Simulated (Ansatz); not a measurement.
**CuO: band structure with r2SCAN**

Crystal: CuO.

```xyz
8
Lattice="-2.3418 1.7113 0.0000 0.8500 0.0000 -5.0579 -2.3418 -5.1339 0.0000" Properties=species:S:1:pos:R:3 pbc="T T T"
Cu   -1.1500   -0.8247   -0.0030
Cu   -3.4919   -2.5360   -0.0030
Cu   -3.0669   -0.8247   -2.5320
Cu   -3.0669   -4.2473   -2.5320
O    -1.6834   -0.2483   -3.7964
O    -1.6834   -3.6709   -3.7964
O    -2.1084    0.3103   -1.2675
O    -2.2756   -3.3602   -1.2432
```

```
Program                             : Ansatz 0.2.0
Task                                : band structure
Functional                          : r2SCAN
Potentials or basis                 : Ansatz PAW
Cutoff                              : 500 eV (not typed: the program's choice for these potentials)
k mesh                              : 9 × 5 × 5
Occupations                         : fermi-dirac, width 0.05 eV
Spin                                : no spin polarisation
Path                                : [["X", "G", "Y"], ["L", "G", "Z"], ["N", "G", "M"], ["R", "G"]]
Points for each segment of the path : 10
```

```
Pressure               : 1.9 GPa
Largest force          : 2.584 eV/Å
Band gap on the k mesh : none (metal or under the smearing width)
```

Forces on the atoms (eV/Å):
```
Cu  -0.018  0.089 -0.024
Cu  -0.206 -0.552  0.364
Cu  -0.349 -0.203  0.349
Cu  -1.048 -1.311 -1.463
O    0.166  0.360 -0.175
O    0.161  0.490  0.259
O   -0.394 -0.704  0.005
O    1.689  1.831  0.685
```

Stress tensor (GPa, compression positive):
```
0.41 1.35 2.08
1.35 3.02 2.26
2.08 2.26 2.34
```

Levels at the corners of the path, in eV from the Fermi level:
```csv
point,band 46,band 47,band 48,band 49,band 50,band 51,band 52,band 53
X,-1.90,-1.82,-1.74,-0.17,0.05,0.53,0.75,3.67
Γ,-1.75,-1.67,-1.60,0.08,0.22,0.33,0.99,2.01
Y,-1.79,-1.70,-1.60,-0.15,0.22,0.31,0.78,4.01
L,-1.78,-1.71,-1.60,-0.91,-0.78,0.46,0.59,4.80
Γ,-1.75,-1.67,-1.60,0.08,0.22,0.33,0.99,2.01
Z,-1.84,-1.75,-1.46,-0.48,-0.26,-0.11,0.11,5.28
N,-1.77,-1.53,-1.44,-0.44,-0.36,-0.08,0.67,5.00
Γ,-1.75,-1.67,-1.60,0.08,0.22,0.33,0.99,2.01
M,-1.87,-1.48,-1.26,-0.99,-0.80,0.55,0.98,5.09
R,-1.68,-1.58,-1.37,-0.84,-0.08,0.36,1.19,3.50
Γ,-1.75,-1.67,-1.60,0.08,0.22,0.33,0.99,2.01
```

Run time: 91 s on 4 threads of Arm Neoverse V1, on a shared host, peak memory 1 GiB.

Caveat: the run has no spin polarisation, though such a crystal can be magnetic; semilocal functionals often make such compounds metallic where correlation or magnetic order opens a gap, which also shifts bond lengths; the PAW data sets come from PBE, with cores solved anew for the run's functional, which leaves a small shift of forces and pressure; forces of over 1 eV/Å show positions far from the minimum, so gaps and moduli don't describe the material at rest. With open d or f shells a metallic result of r2SCAN can be an artefact of self-interaction; +U or a hybrid may open a gap.
